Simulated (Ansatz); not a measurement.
Computed with DFT PBE, scalar-relativistic, plane waves, PAW in Ansatz. Settings: cutoff 420 eV, Γ-centred meshes spaced at most about 0.3 Å⁻¹, and about 0.25 Å⁻¹ or finer for metals (2π included), Gaussian smearing. No spin polarisation.

These are static total energies at zero pressure.

Two relaxed structures of Nb₂H₃:

1.

```xyz
10
Lattice="5.8750 0.0000 0.0000 0.0000 5.8750 0.0000 0.0000 0.0000 3.1589" Properties=species:S:1:pos:R:3 pbc="T T T"
Nb    1.3318    1.3318    0.0000
Nb    4.5433    4.5433    0.0000
Nb    4.5433    1.3318    0.0000
Nb    1.3318    4.5433    0.0000
H     1.9690    1.9690    1.5794
H     3.9060    3.9060    1.5794
H     3.9060    1.9690    1.5794
H     1.9690    3.9060    1.5794
H     0.0000    2.9375    0.0000
H     2.9375    0.0000    0.0000
```

2.

```xyz
5
Lattice="1.4728 0.8503 7.5880 -1.4728 0.8503 7.5880 0.0000 -1.7007 7.5880" Properties=species:S:1:pos:R:3 pbc="T T T"
Nb    0.0000    0.0000    8.8855
Nb    0.0000    0.0000   13.8783
H     0.0000    0.0000    0.0000
H     0.0000    0.0000    5.2068
H     0.0000    0.0000   17.5571
```

Question: Which form is favoured at zero pressure, and by what margin per atom?

Answer: Cell 2 is lower, by 0.40 eV/atom. Cell 1 has space group P4/mmm (No. 123), 10.9 Å³/atom and no gap on its mesh; cell 2 has the tetradymite type, space group R-3m (No. 166), 11.4 Å³/atom and no gap. Counting H atoms around Nb (those within 1.25 times the shortest such distance or 1.15 times the sum of covalent radii; a plus sign parts nearer from farther groups), cell 1 has Nb 2+2 and cell 2 has Nb 6. In cell 1, around Nb lie 2 H at 1.82 Å, 2 H at 2.09 Å and 2 Nb at 2.66 Å; H on a site of symmetry m2m has 2 Nb at 1.82 Å and 2 H at 1.94 Å; around H on a site of symmetry mmm lie 4 Nb at 2.09 Å. In cell 2, Nb has 3 H at 2.02 Å, 3 H at 2.14 Å and 9 Nb at 2.95–3.10 Å; H on a site of symmetry -3m is surrounded by 6 Nb at 2.14 Å; around H on a site of symmetry 3m lie 3 Nb at 2.02 Å. Both come from invented guesses. The lowest form computed isn't among them: it has the La2O3 (A sesquioxide) type, space group P-3m1 (No. 164), 8.8 Å³/atom and lies 146 meV/atom below the best shown.

No dispersion correction is applied, so the spacing and binding between layers, chains or molecules are poorly described (R-3m), and this can change margins and order among such cells. With hydrogen, zero-point motion can shift such differences by 10 meV/atom or more. Cells relaxed within their symmetry can be saddle points. Some types were kept out of the candidates beforehand, so the set may lack a known form.
